Q: This list for rutile-type HfO₂ starts with three zeros, the motions of the whole crystal, and then climbs to 816.4 cm⁻¹. What simple pattern could I hold against the climb?

GPAW 26.7.0, LDA with PAW data sets and plane waves to 680 eV, for rutile-type HfO₂ (P4₂/mnm, 6-atom cell), without spin polarisation; 3×3×4 k mesh, Fermi-Dirac smearing of 0.01 eV. Harmonic phonons from atomic displacements of 0.02 Å in the cell relaxed beforehand with an 800 eV cutoff; q row 1 is the zone centre, q = (0, 0, 0).

| row | phonon q row (row) | phonon frequency (cm⁻¹) |
| --- | --- | --- |
| 1 | 1 | 0.0 |
| 2 | 1 | 0.0 |
| 3 | 1 | 0.0 |
| 4 | 1 | 95.7 |
| 5 | 1 | 110.7 |
| 6 | 1 | 205.0 |
| 7 | 1 | 205.0 |
| 8 | 1 | 224.1 |
| 9 | 1 | 224.1 |
| 10 | 1 | 295.3 |
| 11 | 1 | 382.6 |
| 12 | 1 | 431.8 |
| 13 | 1 | 477.4 |
| 14 | 1 | 477.4 |
| 15 | 1 | 504.1 |
| 16 | 1 | 504.1 |
| 17 | 1 | 655.6 |
| 18 | 1 | 816.4 |

A: Take the limit in which only Hf–O bonds exert forces. All these vibrations belong to the zone centre, so every cell moves alike. Hf sits on an inversion centre and stays at rest in every mode that is even under inversion. Each O is then a separate oscillator tied to three fixed Hf atoms, with ω² = K/m, where ω is the frequency, m the oxygen mass and K the stiffness for the direction in which O moves. What the other oxygens do makes no difference.

Q: Which modes should then coincide?

A: The three Hf neighbours of an O lie in one plane with it. In the modes called A1g and B2g, each O moves along one of its Hf–O bonds, so both modes have the same K and the same frequency. In B1g and A2g, each O moves at right angles to the plane of its bonds. These two should also coincide, at a low frequency, because the bonds are only bent and not stretched.

Q: I do see equal frequencies, such as rows 6 and 7. Are those the pairs?

A: No, those are one motion along two equivalent axes, and the fourfold symmetry keeps them equal under any force law. The pairs of the Hf–O limit have no such protection, and both are broken. By the usual order in rutile oxides, rows 17 and 18 are A1g and B2g, and they lie 161 cm⁻¹ apart, the widest step in the list. B1g is row 4 or 5, and A2g is row 11 or 12, several times higher. The k mesh is coarse and the order of rows 4 and 5 is not secure, so I carry both choices along.

Q: What pushes the partners apart?

A: With Hf at rest, only a coupling between the oxygens can do it. The octahedra share edges in chains along c, and neighbouring chains are turned by 90°. An O in a shared edge of one chain is also the tip of an octahedron in the next, where it meets the edge atoms at 2.92 Å. The two O atoms of a shared edge are closer still, but both partners strain that contact equally, so it splits nothing. In A1g two such atoms slide past each other, with only 3 % of their squared relative motion along the contact. In B2g the share is about two thirds, so they move largely towards and away from each other, which a spring between them would resist. The same two shares hold for B1g and A2g, so such a spring puts B2g above A1g and A2g above B1g. It may stand for the repulsion of closed shells, for that of the ionic charges or for the stiffness of the O–Hf–O angles; the frequencies alone cannot tell these apart.

Q: That sounds like two equal pendulums joined by a spring.

A: It is the same effect. Swinging together, the pendulums keep their own frequency; swinging against each other, they also work the spring, which adds a fixed amount to ω². The likeness ends where the sliding oxygens still deform their contact a little, and where charged ions act on each other beyond these contacts.

Q: Can the table test this?

A: Yes. The contacts and the moving mass are the same in both pairs, so a single kind of O–O spring would split ω² by the same amount in each. Rows 17 and 18 set the strength of the O–O spring: 816.4² − 655.6² ≈ 237 000 cm⁻². They are used up by this and test nothing.

Q: And the other pair?

A: Add that amount to the square of B1g. With row 5 as B1g, A2g should lie at √(237 000 + 110.7²) ≈ 499 cm⁻¹, and row 4 gives nearly the same. The calculation has 382.6 or 431.8 cm⁻¹, so the model comes out 15 to 30 % above the computed value. If the labels borrowed from other rutile oxides are right, it gets the rough size of the break with nothing fitted to this pair. My guess for the rest is that longer-ranged electric forces between the oxygens act differently on the two directions of motion.

Q: Does any row break the pattern when Hf moves too?

A: Row 10 does, but it has to be identified first. Only one optical mode has a dipole along c: A2u, in which all Hf move against all O. It must therefore carry the whole ionic dielectric response along c, which the same calculation puts at 21. For row 10 this requires a Born charge of 6.1 e on Hf, the charge that measures the dipole per displacement. That is close to the 5 to 6 e that I recall roughly for hafnium oxides, whereas row 11 would need 7.9 e.

Q: Where should A2u lie in the Hf–O limit?

A: Compare it with Eg, in which O moves along c while Hf rests, so that ω² = K/m. In A2u the same bonds are strained but both ends move, and with two O per Hf this gives ω² = K(1/m + 2/M), where M is the Hf mass. A2u should therefore lie 9 % above Eg. By the usual order, Eg is one of the two upper pairs, rows 13–14 or 15–16, which puts A2u at 518 or 547 cm⁻¹. Row 10 stands at only 295 cm⁻¹.

Q: Is that the oxygen contacts again?

A: They account for more than half of the gap, if the O–O spring from rows 17 and 18 holds here too. In Eg neighbouring oxygens shift relative to each other and strain their contacts, while in A2u they all move together and the contacts stay idle. Eg is thus too stiff a yardstick. With the O–O part taken out, the expected value drops to between 372 and 412 cm⁻¹, and row 10 lies 21 to 28 % below that. The model also puts the non-polar A2g too high: the computed value lies 13 to 23 % below it. This remainder is therefore no proof of a further force, though an O–O spring weakened to suit A2g would make it larger. The output printed below holds both comparisons.

Q: Yet you suspect one?

A: Theory supplies one. When Hf and O shift against each other, the field of all the other dipoles pushes each ion further along its way and weakens the restoring force. How much of the remainder this explains is untested, but electric forces on this mode are certainly strong. Row 10 is the transverse form of the vibration; in the longitudinal form a macroscopic field stiffens it. With a rough electronic dielectric constant of 5, that form would lie near 675 cm⁻¹, more than twice as high.

Q: Does a soft polar mode matter in a device?

A: It does in a gate dielectric. Ions that yield easily to a field give the high permittivity for which hafnium oxides are chosen. The same polar vibrations also scatter the carriers in the channel beneath. Device films usually have other crystal structures than this rutile form, so the frequencies here illustrate the mechanism and do not describe such a film.

The analysis program printed:

```
O-O contact between differently oriented chains, A: 2.923
share of squared relative O motion along the contact, B2g and A2g: 0.6704
same share, A1g and B1g: 0.03245
row 18 less row 17, 1/cm: 160.8
row 18 above row 17, percent: 24.53
smallest A2g-B1g splitting of squares over that of rows 18 and 17: 0.5667
largest A2g-B1g splitting of squares over that of rows 18 and 17: 0.749
A2g expected from one O-O spring if B1g is row 4, 1/cm: 495.8
A2g expected from one O-O spring if B1g is row 5, 1/cm: 499
Hf Born charge along c needed if A2u is row 5, e: 2.283
Hf Born charge along c needed if A2u is row 10, e: 6.089
Hf Born charge along c needed if A2u is row 11, e: 7.889
Eg frequency from the O-O spring alone, 1/cm: 332.1
A2u over Eg with Hf-O forces only: 1.086
A2u expected if Eg is rows 13 and 14, 1/cm: 518.4
A2u expected if Eg is rows 15 and 16, 1/cm: 547.4
A2u expected after O-O part is removed, Eg rows 13 and 14, 1/cm: 372.5
A2u expected after O-O part is removed, Eg rows 15 and 16, 1/cm: 411.9
row 10 below the lower of these, percent: 20.72
row 10 below the higher of these, percent: 28.3
rough LO partner of row 10 with recalled electronic constant 5, 1/cm: 674.9
```
